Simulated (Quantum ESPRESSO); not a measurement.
The system is HfN.

```
Hf N
1.0
     0.00000    2.25600    2.25600
     2.25600    0.00000    2.25600
     2.25600    2.25600    0.00000
Hf N
1 1
Direct
  0.00000 0.00000 0.00000
  0.50000 0.50000 0.50000
```

| Quantity | Value |
| --- | --- |
| Program | Quantum ESPRESSO 7.5 |
| Task | phonons and electron-phonon coupling |
| Functional | PBEsol |
| Potentials or basis | GBRV 1.5 PBEsol |
| Cutoff | 612 eV |
| Density cutoff | 4898 eV |
| k mesh | 8 × 8 × 8 |
| Occupations | methfessel-paxton, width 0.272 eV |
| Spin | no spin polarisation |
| Mixing beta | 0.5 |
| Most SCF iterations | 120 |
| SCF threshold | 4e-10 Ry |
| q mesh | 4 × 4 × 4 |

The cell and the atoms were relaxed first, to 11.38 Å³/atom (a = 3.181 Å, b = 3.181 Å, c = 3.181 Å, α = 60.00°, β = 60.00°, γ = 60.00°), and the response was taken there.

Levels for the coupling come from a 24 × 24 × 24 mesh; ten broadenings of the double delta from 0.07 to 0.68 eV; Tc from the McMillan formula in the Allen-Dynes form.

Q: How strong is the electron-phonon coupling, and what superconducting temperature follows?

A: Over broadenings from 0.27 to 0.54 eV, λ lies between 0.87 and 0.93 and ω_log near 254 K, which gives Tc from 14.0 to 15.8 K at μ* = 0.10 and from 11.6 to 13.3 K at μ* = 0.13.

Electron-phonon coupling by broadening of the double delta (levels on a 24 × 24 × 24 mesh):
```
broadening (eV)     λ  N(E_F) (states/eV a spin and cell)  ω_log (K)  Tc, μ* 0.10 (K)  Tc, μ* 0.13 (K)
           0.07  0.93                               0.267        240             14.8             12.5
           0.14  0.86                               0.295        251             13.7             11.3
           0.20  0.93                               0.304        254             15.6             13.2
           0.27  0.93                               0.302        254             15.8             13.3
           0.34  0.91                               0.299        254             15.3             12.9
           0.41  0.90                               0.296        254             14.8             12.3
           0.48  0.88                               0.293        254             14.3             11.9
           0.54  0.87                               0.291        255             14.0             11.6
           0.61  0.86                               0.290        255             13.7             11.4
           0.68  0.85                               0.288        256             13.5             11.1
```

Eliashberg function at a broadening of 0.27 eV:
| cm⁻¹ | α²F |
| --- | --- |
| 14 | 0.000 |
| 42 | 0.003 |
| 70 | 0.025 |
| 97 | 0.152 |
| 125 | 0.405 |
| 153 | 0.257 |
| 181 | 0.000 |
| 209 | 0.000 |
| 237 | 0.000 |
| 265 | 0.000 |
| 292 | 0.000 |
| 320 | 0.000 |
| 348 | 0.000 |
| 376 | 0.000 |
| 404 | 0.000 |
| 432 | 0.000 |
| 460 | 0.376 |
| 487 | 0.767 |
| 515 | 0.810 |
| 543 | 0.057 |

Coupling and linewidth of each mode at the computed q points (broadening 0.27 eV):
```
                   q                     cm⁻¹                 λ of the modes    linewidths (GHz)
  (0.00, 0.00, 0.25)    99 99 147 505 533 533  0.09 0.09 0.11 0.11 0.04 0.04     3 3 8 100 37 42
 (0.00, 0.00, -0.50)   97 119 119 476 518 518  1.27 0.06 0.06 0.14 0.07 0.07    42 3 3 110 69 70
  (0.00, 0.25, 0.25)  106 106 128 488 488 529  0.03 0.03 0.40 0.02 0.02 0.13    1 1 23 19 19 126
 (0.00, 0.25, -0.50)  109 134 149 466 504 530  0.56 0.04 0.20 0.12 0.10 0.04    23 3 16 93 93 44
 (0.00, 0.25, -0.25)  115 135 147 472 518 544  0.14 0.08 0.48 0.06 0.15 0.07    7 5 37 44 141 69
(0.00, -0.50, -0.50)  147 147 162 496 523 523  0.02 0.02 0.28 0.12 0.05 0.04    1 1 26 103 44 42
(0.25, -0.50, -0.25)   49 150 150 451 456 456  2.46 0.13 0.13 0.19 0.10 0.09  21 10 11 134 72 63
```

The smallest broadenings aren't converged on these meshes, and μ* is assumed, not computed; spin fluctuations are left out.

Caveat: the mesh is thin for the phonons of a metal; λ from interpolated matrix elements is rough: modes that symmetry makes equal can differ by tens of percent.
